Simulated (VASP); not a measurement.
Consider the following.

```yaml
crystal:
  lattice:
    - [3.81000, 0.00000, 0.00000]
    - [0.00000, 3.81000, 0.00000]
    - [0.00000, 0.00000, 3.81000]
  atoms:
    - { symbol: La, position: [0.00000, 0.00000, 0.00000] }
    - { symbol: Al, position: [0.50000, 0.50000, 0.50000] }
    - { symbol: O, position: [0.50000, 0.00000, 0.50000] }
    - { symbol: O, position: [0.00000, 0.50000, 0.50000] }
    - { symbol: O, position: [0.50000, 0.50000, 0.00000] }
```

Level of theory: PBE GGA, VASP's PBE PAW potentials (set 64) (plane waves; VASP 6.6.1). Numerical set-up: 520 eV cut-off, 6×6×6 Γ-centred mesh, Gaussian smearing of 0.010 eV, potentials La Al O.

Problem. Give the electronic dielectric tensor ε∞ (DFPT, local fields included).

Solution. 
```
4.81  0.00  0.00
0.00  4.81  0.00
0.00  0.00  4.81
```

Problem. Give the Born effective charges.

Solution. 
| atom | Z*xx | Z*yy | Z*zz | mean |
|---|---|---|---|---|
| La1 | 4.49 | 4.49 | 4.49 | 4.49 |
| Al2 | 2.91 | 2.91 | 2.91 | 2.91 |
| O3 | -2.48 | -2.44 | -2.48 | -2.47 |
| O4 | -2.44 | -2.48 | -2.48 | -2.47 |
| O5 | -2.48 | -2.48 | -2.44 | -2.47 |

Problem. And the static tensor with the ions free?

Solution. 
```
43.0  0.00  0.00
0.00  43.0  0.00
0.00  0.00  43.0
```

Problem. Which frequencies do the optical Γ-point modes have (no LO-TO splitting)?

Solution. 133 (×3), 269 (×3), 405 (×3), 644 (×3) cm⁻¹.

The compound is LaAlO3 in the cubic perovskite structure, the ideal cubic form; the compound distorts at low or room temperature. The cell was not relaxed at this level.
